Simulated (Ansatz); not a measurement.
**How far to go with the plane-wave cutoff: CsPbI3 (P4mm, 5 atoms in the cell)**

```
CsPbI3
1.0
    6.25855     0.00000     0.00000
    0.00000     6.25855     0.00000
    0.00000     0.00000     6.25855
Cs Pb I
1 1 3
Direct
  0.00000   0.00000   0.00799
  0.50000   0.50000   0.50000
  0.50000   0.00000   0.50000
  0.00000   0.50000   0.50000
  0.50000   0.50000   0.00000
```

Level of theory: PBE (plane waves, PAW; Ansatz, a program for electronic structure).

Base settings: basis.ecutwfc = 30.9 Ry; kpoints.mp_grid.grid = 3 3 3; hamiltonian.xc = pbe; hamiltonian.pseudopotentials = {kind: paw} (the program's default PAW files); scf.occupations.method = fermi_dirac; scf.occupations.width = 0.0007 Ry.

The second cell is the first with its lattice scaled by 0.98.

The mesh stays at the base's, so the ladder's end is converged at best in this setting alone.

The first pressure column holds Ansatz's estimate of the finite-basis (Pulay) stress, which hides part of the cutoff error; the other is without it.

Only quantities that move along the ladder and can be compared are tabulated.

The count of work is k-points × plane waves × bands × iterations; it is no time. 

The starting cell has typed, rounded lattice constants, without a prior relaxation at this level. Its lattice was rescaled by up to half a per cent. One atom was moved a little off its site on purpose.

Steps (basis.ecutwfc): 10.7 Ry; 12.5 Ry; 14 Ry; 15.4 Ry; 16.9 Ry; 18.4 Ry; 21.7 Ry; 24.6 Ry; 27.9 Ry; 30.9 Ry; 33.8 Ry; 37.1 Ry; 41.5 Ry; 46.3 Ry; 54 Ry; 61.7 Ry; 74.2 Ry.

Task: What is the coarsest basis.ecutwfc that holds the forces within 0.005 eV/Å of the last step, with all finer ones?

Result: 18.4 Ry, at 0.12 of the last step's count of work; the step before is off by 0.024 eV/Å.

Task: What is the coarsest basis.ecutwfc that holds the free energy within 0.5 meV/atom of the last step, with all finer ones?

Result: 33.8 Ry, at 0.31 of the last step's count of work; the step before is off by 0.81 meV/atom.

Task: What is the coarsest basis.ecutwfc that holds the energy of the compressed cell less the first within 0.5 meV/atom of the last step, with all finer ones?

Result: 21.7 Ry, at 0.16 of the last step's count of work; the step before is off by 6.9 meV/atom.

```csv
basis.ecutwfc,free energy less the last step's (meV/atom),energy of the compressed cell less the first (meV/atom),pressure (GPa),pressure without the Pulay estimate (GPa),largest difference of a force vector from the last step's (eV/Å),count of work / last
10.7 Ry,62567.02,1336.17,-5.76,-817.53,0.040,0.062
12.5 Ry,22877.05,-121.74,-1.67,-354.90,0.038,0.081
14 Ry,9685.35,107.27,0.41,-169.43,0.031,0.093
15.4 Ry,4230.18,120.98,1.22,-82.39,0.019,0.11
16.9 Ry,1788.64,8.35,0.84,-39.02,0.024,0.11
18.4 Ry,689.76,32.89,0.82,-16.79,0.004,0.12
21.7 Ry,71.77,26.11,0.81,-1.73,0.000,0.16
24.6 Ry,6.92,25.91,0.82,0.52,0.000,0.19
27.9 Ry,1.24,25.95,0.83,0.82,0.000,0.23
30.9 Ry,0.81,25.95,0.83,0.82,0.000,0.27
33.8 Ry,0.38,25.95,0.83,0.82,0.000,0.31
37.1 Ry,0.18,25.96,0.83,0.83,0.000,0.36
41.5 Ry,0.12,25.95,0.83,0.83,0.000,0.42
46.3 Ry,0.08,25.95,0.83,0.83,0.000,0.49
54 Ry,0.06,25.95,0.83,0.83,0.000,0.62
61.7 Ry,0.03,25.95,0.83,0.83,0.000,0.76
74.2 Ry,0.00,25.95,0.83,0.83,0.000,1.0
```

The energy difference between the two cells stays within 1 meV/atom of the last step's from 21.7 Ry on, the total only from 30.9 Ry on: much of the error is common to both cells and cancels.

At the lowest cutoff the pressure without the Pulay estimate lies 818 GPa under the last step's, the usual sign of Pulay stress in an incomplete plane-wave basis.

Keys are those of Ansatz 0.2.
